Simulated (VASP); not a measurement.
# CdF2 (Fm-3m) in VASP: settings compared

Aim: see how the results for CdF2 move with the level of theory and the settings. Levels: LDA, PBEsol. Tasks: relaxation of cell and atoms.

All numbers are computed with VASP 6.6.1; they aren't measurements. Logs are shortened: lines on timing, memory, paths and dates and some standing lists are left out, and cuts for length are marked.

### 1 The crystal as given

The structure is cubic, space group Fm-3m (No. 225). Conventional cell: a = 5.311 Å, b = 5.311 Å, c = 5.311 Å, α = 90.00°, β = 90.00°, γ = 90.00°. Cd (site symmetry m-3m) has 8 F at 2.30 Å as nearest neighbours. F (site symmetry -43m) has 4 Cd at 2.30 Å as nearest neighbours.

### 2 Relaxation of cell and atoms, LDA

INCAR reads:

```
SYSTEM = CdF2
  PREC = Accurate
  ENCUT = 600
  EDIFF = 1E-7
  ISMEAR = 0
  SIGMA = 0.03
  LREAL = .FALSE.
  LASPH = .TRUE.
  NELM = 80
  ALGO = Normal
  ISIF = 3
  LWAVE = .FALSE.
  LCHARG = .FALSE.
  IBRION = 2
  NSW = 90
  EDIFFG = -0.005
```

KPOINTS reads:

```
Automatic mesh
0
G
  10 10 10
  0 0 0
```

POSCAR reads:

```
CdF2                                    
1.0
   -0.0000000000      2.6555625374      2.6555625374
    2.6555625374      0.0000000000      2.6555625374
    2.6555625374      2.6555625374     -0.0000000000
  Cd              F             
     1     2
Direct
     0.0000000000000000    0.0000000000000000    0.0000000000000000
     0.2500000000000000    0.2500000000000000    0.2500000000000000
     0.7500000000000000    0.7500000000000000    0.7500000000000000
```

Potentials or basis: VASP PAW LDA potentials, release 64 (Cd, F).

Run with:

```bash
> cat potpaw_LDA.64/Cd/POTCAR potpaw_LDA.64/F/POTCAR > POTCAR
> mpirun -np 1 vasp_std > vasp.out
```

OUTCAR:

```text
SYSTEM = CdF2
   PREC = Accurate
   ENCUT = 600
   EDIFF = 1E-7
   ISMEAR = 0
   LREAL = .FALSE.
   LASPH = .TRUE.
   NELM = 80
   ISIF = 3
   IBRION = 2
   NSW = 90
   EDIFFG = -0.005

 ion  position               nearest neighbor table
   1  0.000  0.000  0.000-   3 2.30   3 2.30   3 2.30   2 2.30   3 2.30   2 2.30   2 2.30   2 2.30

   2  0.250  0.250  0.250-   1 2.30   1 2.30   1 2.30   1 2.30
   3  0.750  0.750  0.750-   1 2.30   1 2.30   1 2.30   1 2.30

  LATTYP: Found a face centered cubic cell.
 ALAT       =     5.3111250748

  Lattice vectors:

 A1 = (   0.0000000000,   2.6555625374,   2.6555625374)
 A2 = (   2.6555625374,   0.0000000000,   2.6555625374)
 A3 = (   2.6555625374,   2.6555625374,   0.0000000000)

Analysis of symmetry for initial positions (statically):
=====================================================================
 Subroutine PRICEL returns:
 Original cell was already a primitive cell.

 Routine SETGRP: Setting up the symmetry group for a
 face centered cubic supercell.

 Subroutine GETGRP returns: Found 48 space group operations
 (whereof 48 operations were pure point group operations)
 out of a pool of 48 trial point group operations.

The static configuration has the point symmetry O_h .

Analysis of symmetry for dynamics (positions and initial velocities):
=====================================================================
 Subroutine PRICEL returns:
 Original cell was already a primitive cell.

 Routine SETGRP: Setting up the symmetry group for a
 face centered cubic supercell.

 Subroutine GETGRP returns: Found 48 space group operations
 (whereof 48 operations were pure point group operations)
 out of a pool of 48 trial point group operations.

The dynamic configuration has the point symmetry O_h .

 Subroutine INISYM returns: Found 48 space group operations
 (whereof 48 operations are pure point group operations),
 and found     1 'primitive' translations

----------------------------------------------------------------------------------------

                                     Primitive cell

  volume of cell :      37.4541

  direct lattice vectors                    reciprocal lattice vectors
     0.000000000  2.655562537  2.655562537    -0.188284024  0.188284024  0.188284024
     2.655562537  0.000000000  2.655562537     0.188284024 -0.188284024  0.188284024
     2.655562537  2.655562537  0.000000000     0.188284024  0.188284024 -0.188284024

  length of vectors
     3.755532556  3.755532556  3.755532556     0.326117495  0.326117495  0.326117495

  position of ions in fractional coordinates (direct lattice)
     0.000000000  0.000000000  0.000000000
     0.250000000  0.250000000  0.250000000
     0.750000000  0.750000000  0.750000000

  ion indices of the primitive-cell ions
   primitive index   ion index
                 1           1
                 2           2
                 3           3

----------------------------------------------------------------------------------------

 KPOINTS: Automatic mesh

Automatic generation of k-mesh.
 Grid dimensions read from file:
 generate k-points for:   10   10   10

 Generating k-lattice:

  Cartesian coordinates                     Fractional coordinates (reciprocal lattice)
    -0.018828402  0.018828402  0.018828402     0.100000000  0.000000000  0.000000000
     0.018828402 -0.018828402  0.018828402     0.000000000  0.100000000  0.000000000
     0.018828402  0.018828402 -0.018828402     0.000000000  0.000000000  0.100000000

  Length of vectors
[... 54 lines left out ...]
   NELM   =     80;   NELMIN=  2; NELMDL= -5     # of ELM steps
   EDIFF  = 0.1E-06   stopping-criterion for ELM
   LREAL  =      F    real-space projection
   EDIFFG = -.5E-02   stopping-criterion for IOM
   NSW    =     90    number of steps for IOM
   IBRION =      2    ionic relax: 0-MD 1-quasi-New 2-CG
   NFREE  =      1    steps in history (QN), initial steepest desc. (CG)
   ISIF   =      3    stress and relaxation
   ISYM   =      2    0-nonsym 1-usesym 2-fastsym
   POTIM  = 0.5000    time-step for ionic-motion
   TEBEG  =    0.0;   TEEND  =   0.0 temperature during run
   PSTRESS=    0.0 pullay stress
   NELECT =      26.0000    total number of electrons
   NUPDOWN=      -1.0000    fix difference up-down
   EMIN   =  10.00;   EMAX   =-10.00  energy-range for DOS
   EFERMI =   0.00;   METHOD = LEGACY
   ISMEAR =     0;   SIGMA  =   0.03  broadening in eV -4-tet -1-fermi 0-gaus
   EFERMI_NEDOS =   21; number of points for ismear=-14 and -15
   IALGO  =     38    algorithm
   IMIX   =      4    mixing-type and parameters
     AMIX     =   0.40;   BMIX     =  1.00
     AMIX_MAG =   1.60;   BMIX_MAG =  1.00
  volume/ion in A,a.u.               =      12.48        84.25
  Fermi-wavevector in a.u.,A,eV,Ry     =   1.449548  2.739249 28.588437  2.101191
  Thomas-Fermi vector in A             =   2.567262
   LORBIT       =      0    0 simple, 1 ext, 2 COOP (PROOUT), +10 PAW based schemes
   GGA     = CA    functional components
   LHFCALC =     F    Hartree Fock is set to
   AEXX    =    0.0000 exact exchange contribution
   IVDW    =     0    specifies the selected vdW correction
   LEPSILON=     F    determine dielectric tensor
   LRPA    =     F    only Hartree local field effects (RPA)
 conjugate gradient relaxation of ions
 non-spin polarized calculation
 Gauss-broadening in eV      SIGMA  =   0.03
  energy-cutoff  :      600.00
  volume of cell :       37.45
 maximum number of plane-waves:      1267
 NGX is ok and might be reduce to    30
   NGX = 15   NGY = 15   NGZ = 15

--------------------------------------- Ionic step        1  -------------------------------------------

 number of electron      26.0000006 magnetization

 Free energy of the ion-electron system (eV)
  ---------------------------------------------------
  ext. energy  EPLUGINS =         0.00000000
  ---------------------------------------------------
  free energy    TOTEN  =       -12.74009608 eV

  energy without entropy =      -12.74009608  energy(sigma->0) =      -12.74009608

------------------------ aborting loop because EDIFF is reached ----------------------------------------

  FORCE on cell =-STRESS in cart. coord.  units (eV):
  Direction    XX          YY          ZZ          XY          YZ          ZX
  --------------------------------------------------------------------------------------
  -------------------------------------------------------------------------------------
  Total        0.0164431      0.0164431      0.0164431      0.0000000     -0.0000000      0.0000000
  in kB        0.7033871      0.7033871      0.7033871      0.0000000     -0.0000000      0.0000000
  external PRESSURE =       0.7033871 kB  Pullay stress =       0.0000000 kB

 VOLUME and BASIS-vectors are now :
 -----------------------------------------------------------------------------
  energy-cutoff  :      600.00
  volume of cell :       37.45
      direct lattice vectors                 reciprocal lattice vectors
     0.000000000  2.655562537  2.655562537    -0.188284024  0.188284024  0.188284024
     2.655562537  0.000000000  2.655562537     0.188284024 -0.188284024  0.188284024
     2.655562537  2.655562537  0.000000000     0.188284024  0.188284024 -0.188284024

 POSITION                                       TOTAL-FORCE (eV/Angst)
 -----------------------------------------------------------------------------------
      0.00000      0.00000      0.00000         0.000000      0.000000      0.000000
      1.32778      1.32778      1.32778         0.000000      0.000000     -0.000000
      3.98334      3.98334      3.98334        -0.000000     -0.000000     -0.000000
 -----------------------------------------------------------------------------------
    total drift:                                0.000000     -0.000000      0.000000

  FREE ENERGIE OF THE ION-ELECTRON SYSTEM (eV)
  ---------------------------------------------------
  free  energy   TOTEN  =       -12.7400960834 eV

  energy  without entropy=      -12.7400960834  energy(sigma->0) =      -12.74009608

--------------------------------------- Ionic step        2  -------------------------------------------

 number of electron      26.0000005 magnetization

 Free energy of the ion-electron system (eV)
  ---------------------------------------------------
  ext. energy  EPLUGINS =         0.00000000
  ---------------------------------------------------
  free energy    TOTEN  =       -12.74009903 eV

  energy without entropy =      -12.74009903  energy(sigma->0) =      -12.74009903

 E-fermi :  -1.1042     XC(G=0): -11.3573

 val. band max:       -1.3312323839   @ k =  -0.3000   0.5000   0.2000
 cond. band min:       1.6232532012   @ k =   0.0000   0.0000   0.0000
 fundamental gap:      2.9544855851
 Fermi energy:        -1.1041924391

 k-point     1 :       0.0000    0.0000    0.0000
  band No.  band energies     occupation
      1     -22.0256      2.00000
      2     -20.7121      2.00000
      3      -7.1262      2.00000
      4      -7.1262      2.00000
      5      -7.1262      2.00000
      6      -5.6476      2.00000
[... 457 lines left out ...]
      4      -6.4114      2.00000
      5      -6.3321      2.00000
      6      -5.6901      2.00000
[... 9 lines left out ...]
     16      11.9801      0.00000
     17      12.7185      0.00000

 [... further k-points ...]
[... 5 lines left out ...]
  --------------------------------------------------------------------------------------
  -------------------------------------------------------------------------------------
  Total       -0.0090526     -0.0090526     -0.0090526     -0.0000000      0.0000000     -0.0000000
  in kB       -0.3869354     -0.3869354     -0.3869354     -0.0000000      0.0000000     -0.0000000
  external PRESSURE =      -0.3869354 kB  Pullay stress =       0.0000000 kB

 VOLUME and BASIS-vectors are now :
 -----------------------------------------------------------------------------
  energy-cutoff  :      600.00
  volume of cell :       37.48
      direct lattice vectors                 reciprocal lattice vectors
    -0.000000000  2.656264720  2.656264720    -0.188234251  0.188234251  0.188234251
     2.656264720 -0.000000000  2.656264720     0.188234251 -0.188234251  0.188234251
     2.656264720  2.656264720  0.000000000     0.188234251  0.188234251 -0.188234251

 POSITION                                       TOTAL-FORCE (eV/Angst)
 -----------------------------------------------------------------------------------
      2.65626      2.65626      0.00000        -0.000000     -0.000000     -0.000000
      1.32813      1.32813      1.32813         0.000000      0.000000      0.000000
      3.98440      3.98440      3.98440         0.000000      0.000000     -0.000000
 -----------------------------------------------------------------------------------
    total drift:                                0.000000     -0.000000      0.000000

  FREE ENERGIE OF THE ION-ELECTRON SYSTEM (eV)
  ---------------------------------------------------
  free  energy   TOTEN  =       -12.7400990262 eV

  energy  without entropy=      -12.7400990262  energy(sigma->0) =      -12.74009903

 reached required accuracy - stopping structural energy minimisation
```

Run time: 31 s. Hardware: 1 thread of Intel Xeon Platinum 8559C (Emerald Rapids), shared host; peak memory 0.17 GiB.

What came out:

```
Free energy                            : -12.7401 eV
Relaxed volume                         : 12.49 Å³/atom
Relaxed cell                           : a = 3.757 Å, b = 3.757 Å, c = 3.757 Å, α = 60.00°, β = 60.00°, γ = 60.00°
Space group after relaxing (to 0.05 Å) : Fm-3m (No. 225)
Energy gained by relaxing              : 0.0 meV/atom
Ionic steps                            : 2
Pressure after relaxing                : 0.0 GPa
Band gap on the k mesh                 : 2.95 eV, indirect (least direct gap 3.37 eV)
```

Final structure:
```yaml
crystal:
  lattice:
    - [0.00000, 2.65626, 2.65626]
    - [2.65626, 0.00000, 2.65626]
    - [2.65626, 2.65626, 0.00000]
  atoms:
    - { symbol: Cd, position: [0.00000, 0.00000, 0.00000] }
    - { symbol: F, position: [0.25000, 0.25000, 0.25000] }
    - { symbol: F, position: [0.75000, 0.75000, 0.75000] }
```

A k mesh can miss the band edges.

### 3 Relaxation of cell and atoms, PBEsol

This run uses another cell than the first one, of 13.03 Å³/atom, 1.044 times its volume.

INCAR reads:

```
SYSTEM = CdF2
PREC = Accurate
ENCUT = 600
EDIFF = 1E-6
ISMEAR = 0
SIGMA = 0.03
LREAL = .FALSE.
LASPH = .TRUE.
NELM = 80
ALGO = Normal
ISIF = 3
LWAVE = .FALSE.
LCHARG = .FALSE.
GGA = PS
IBRION = 2
NSW = 90
EDIFFG = -0.01
KPAR = 2
```

KPOINTS is that of step 2.

POSCAR reads:

```
CdF2
1.0
    0.0000000000      2.6940000000      2.6940000000
    2.6940000000      0.0000000000      2.6940000000
    2.6940000000      2.6940000000      0.0000000000
Cd F
1 2
Direct
    0.0000000000      0.0000000000      0.0000000000
    0.2500000000      0.2500000000      0.2500000000
    0.7500000000      0.7500000000      0.7500000000
```

Potentials or basis: VASP PAW PBE potentials, release 64 (Cd, F).

Run with:

```bash
> cat potpaw_PBE.64/Cd/POTCAR potpaw_PBE.64/F/POTCAR > POTCAR
> mpirun -np 2 vasp_std > vasp.out
```

It took 41 s on 2 MPI ranks of Intel Xeon Platinum 8488C (Sapphire Rapids), shared host; peak memory 0.19 GiB.

It converged, with:

- Free energy: -11.5970 eV
- Relaxed volume: 13.08 Å³/atom
- Relaxed cell: a = 3.814 Å, b = 3.814 Å, c = 3.814 Å, α = 60.00°, β = 60.00°, γ = 60.00°
- Space group after relaxing (to 0.05 Å): Fm-3m (No. 225)
- Energy gained by relaxing: 0.1 meV/atom
- Ionic steps: 3
- Pressure after relaxing: 0.0 GPa
- Band gap on the k mesh: 2.90 eV, indirect (least direct gap 3.39 eV)

Step by step:
```
step  energy change (eV)  largest force (eV/Å)  pressure (GPa)  volume (Å³)
   1              0.0000                0.0000            0.40        39.10
   2             -0.0001                0.0000           -0.15        39.29
   3             -0.0002                0.0000            0.00        39.23
```

Final structure:
```xyz
3
Lattice="0.0000 2.6970 2.6970 2.6970 0.0000 2.6970 2.6970 2.6970 0.0000" Properties=species:S:1:pos:R:3 pbc="T T T"
Cd    0.0000    0.0000    0.0000
F     1.3485    1.3485    1.3485
F     4.0455    4.0455    4.0455
```

Levels at points of the mesh, in eV from the valence-band top:
| k point | band 11 | band 12 | band 13 | band 14 | band 15 | band 16 |
| --- | --- | --- | --- | --- | --- | --- |
| (0.00, 0.00, 0.00) | -0.49 | -0.49 | -0.49 | 2.90 | 12.50 | 12.50 |
| (0.50, 0.00, 0.00) | -1.86 | -0.39 | -0.39 | 7.04 | 8.97 | 14.29 |
| (0.50, 0.50, 0.00) | -0.50 | -0.08 | -0.08 | 7.86 | 9.45 | 11.69 |

Caveat: the PAW data sets were made with another functional, which shifts forces and pressure a little.

### 4 Relaxation of cell and atoms, PBEsol

This run uses another cell than the first one, of 13.08 Å³/atom, 1.048 times its volume.

Changes to INCAR since step 3:

```diff
@@ -3,3 +3,3 @@
 ENCUT = 600
-EDIFF = 1E-6
+EDIFF = 1E-7
 ISMEAR = 0
@@ -16,3 +16,3 @@
 NSW = 90
-EDIFFG = -0.01
+EDIFFG = -0.005
 KPAR = 2
```

KPOINTS is that of step 3.

POSCAR reads:

```
CdF2                                    
1.0
    0.0000000000      2.6969680780      2.6969680780
    2.6969680780     -0.0000000000      2.6969680780
    2.6969680780      2.6969680780      0.0000000000
  Cd              F             
     1     2
Direct
     0.0000000000000000    0.0000000000000000    0.0000000000000000
     0.2500000000000000    0.2500000000000000    0.2500000000000000
     0.7500000000000000    0.7500000000000000    0.7500000000000000
```

Run with:

```bash
> cat potpaw_PBE.64/Cd/POTCAR potpaw_PBE.64/F/POTCAR > POTCAR
> mpirun -np 2 vasp_std > vasp.out
```

Run time: 25 s. Hardware: 2 MPI ranks of Intel Xeon Platinum 8488C (Sapphire Rapids), shared host; peak memory 0.17 GiB.

It converged, with:

- Free energy: -11.5973 eV
- Pressure after relaxing: 0.0 GPa
- Band gap on the k mesh: 2.90 eV, indirect (least direct gap 3.39 eV)

Final structure:
```yaml
crystal:
  lattice:
    - [0.00000, 2.69697, 2.69697]
    - [2.69697, 0.00000, 2.69697]
    - [2.69697, 2.69697, 0.00000]
  atoms:
    - { symbol: Cd, position: [0.00000, 0.00000, 0.00000] }
    - { symbol: F, position: [0.25000, 0.25000, 0.25000] }
    - { symbol: F, position: [0.75000, 0.75000, 0.75000] }
```

Levels at points of the mesh, in eV from the valence-band top:
| k point | band 10 | band 11 | band 12 | band 13 | band 14 | band 15 | band 16 | band 17 |
| --- | --- | --- | --- | --- | --- | --- | --- | --- |
| (0.00, 0.00, 0.00) | -0.98 | -0.49 | -0.49 | -0.49 | 2.90 | 12.50 | 12.50 | 12.50 |
| (0.50, 0.00, 0.00) | -1.86 | -1.86 | -0.39 | -0.39 | 7.04 | 8.97 | 14.29 | 14.29 |
| (0.50, 0.50, 0.00) | -2.99 | -0.50 | -0.08 | -0.08 | 7.86 | 9.46 | 11.69 | 14.09 |

Caveat: the relaxation stopped at its first step, so nothing moved; the PAW data sets were made with another functional, which shifts forces and pressure a little. A k mesh can miss the band edges.
